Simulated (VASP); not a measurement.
All values below come from r2SCAN meta-GGA, VASP's PBE PAW potentials (set 64) (plane waves; VASP).

VASP ran on this input.

### POSCAR
```
CsCl
1
    4.1428824753     0.0000000000    -0.0414288248
    0.0000000000     4.1428824753     0.0000000000
   -0.0414288248     0.0000000000     4.1428824753
Cs Cl
1 1
Direct
  0.0000000000   0.0000000000   0.0000000000
  0.5000000000   0.5000000000   0.5000000000
```

INCAR:
```
ALGO = Normal
EDIFF = 1E-7
ENCUT = 480
ISIF = 2
ISMEAR = 0
LASPH = .True.
LCHARG = .False.
LMAXMIX = 4
LMIXTAU = .True.
LREAL = .False.
LWAVE = .False.
METAGGA = R2SCAN
NELM = 100
PREC = Accurate
SIGMA = 0.05
SYSTEM = CsCl
```

### KPOINTS
```
Automatic
0
gamma
 6 6 6
0 0 0
```

POTCAR, in this order: Cs_sv Cl (PBE.64 set). Program: vasp_std.

The resulting files:

**OSZICAR**
```
       N       E                     dE             d eps       ncg     rms          rms(c)
DAV:   1     0.619505132817E+02    0.61951E+02   -0.66852E+03  1248   0.110E+03
DAV:   2    -0.329690435676E+02   -0.94920E+02   -0.88650E+02  1964   0.187E+02
DAV:   3    -0.395187040532E+02   -0.65497E+01   -0.65275E+01  1580   0.558E+01
DAV:   4    -0.395835641897E+02   -0.64860E-01   -0.64836E-01  1476   0.674E+00
DAV:   5    -0.395845054709E+02   -0.94128E-03   -0.94112E-03  1576   0.802E-01    0.237E+00
DAV:   6    -0.357648818018E+02    0.38196E+01   -0.84582E-01  1412   0.862E+00    0.271E+00
DAV:   7    -0.348688284075E+02    0.89605E+00   -0.58899E-01  1424   0.693E+00    0.629E-01
DAV:   8    -0.358975251247E+02   -0.10287E+01   -0.45263E-01  1284   0.626E+00    0.119E+00
DAV:   9    -0.354610658244E+02    0.43646E+00   -0.33492E-01  1252   0.732E+00    0.604E-01
DAV:  10    -0.355039896020E+02   -0.42924E-01   -0.34447E-01  1248   0.631E+00    0.166E-01
DAV:  11    -0.355166919386E+02   -0.12702E-01   -0.11068E-02  1452   0.148E+00    0.171E-01
DAV:  12    -0.355155375876E+02    0.11544E-02   -0.38808E-03  1356   0.860E-01    0.143E-01
DAV:  13    -0.355219145764E+02   -0.63770E-02   -0.55851E-03  1320   0.986E-01    0.490E-02
DAV:  14    -0.355232701187E+02   -0.13555E-02   -0.62732E-04  1440   0.398E-01    0.627E-03
DAV:  15    -0.355232660108E+02    0.41079E-05   -0.94535E-06  1536   0.390E-02    0.367E-03
DAV:  16    -0.355232905624E+02   -0.24552E-04   -0.60740E-05  1332   0.103E-01    0.347E-03
DAV:  17    -0.355233060664E+02   -0.15504E-04   -0.12977E-05  1408   0.448E-02    0.212E-03
DAV:  18    -0.355233055025E+02    0.56390E-06   -0.96825E-07  1484   0.114E-02    0.134E-03
DAV:  19    -0.355233058149E+02   -0.31240E-06   -0.19356E-07  1072   0.556E-03    0.658E-04
DAV:  20    -0.355233058261E+02   -0.11165E-07   -0.60474E-08  1012   0.288E-03
   1 F= -.35523306E+02 E0= -.35523306E+02  d E =-.334073E-16
```

File OUTCAR:
```
------------------------ aborting loop because EDIFF is reached ----------------------------------------
  FORCE on cell =-STRESS in cart. coord.  units (eV):
  Direction    XX          YY          ZZ          XY          YZ          ZX
  --------------------------------------------------------------------------------------
  Total       -0.0110586     -0.0101441     -0.0110586      0.0000000      0.0000000      0.0823457
  in kB       -0.2491992     -0.2285905     -0.2491992      0.0000000      0.0000000      1.8556118
  external PRESSURE =      -0.2423296 kB  Pullay stress =       0.0000000 kB
  volume of cell :       71.10
      direct lattice vectors                 reciprocal lattice vectors
     4.142882475  0.000000000 -0.041428825     0.241401975  0.000000000  0.002414020
     0.000000000  4.142882475  0.000000000     0.000000000  0.241377834  0.000000000
    -0.041428825  0.000000000  4.142882475     0.002414020  0.000000000  0.241401975
 POSITION                                       TOTAL-FORCE (eV/Angst)
 -----------------------------------------------------------------------------------
      0.00000      0.00000      0.00000        -0.000000      0.000000      0.000000
      2.05073      2.07144      2.05073         0.000000      0.000000      0.000000
 -----------------------------------------------------------------------------------
    total drift:                                0.000000      0.000000     -0.000000
  FREE ENERGIE OF THE ION-ELECTRON SYSTEM (eV)
  ---------------------------------------------------
  free  energy   TOTEN  =       -35.5233058261 eV

  energy  without entropy=      -35.5233058261  energy(sigma->0) =      -35.52330583
```
(Selected blocks of OUTCAR.)

The compound is CsCl in the CsCl type structure. This cell was strained or had an atom moved on purpose.
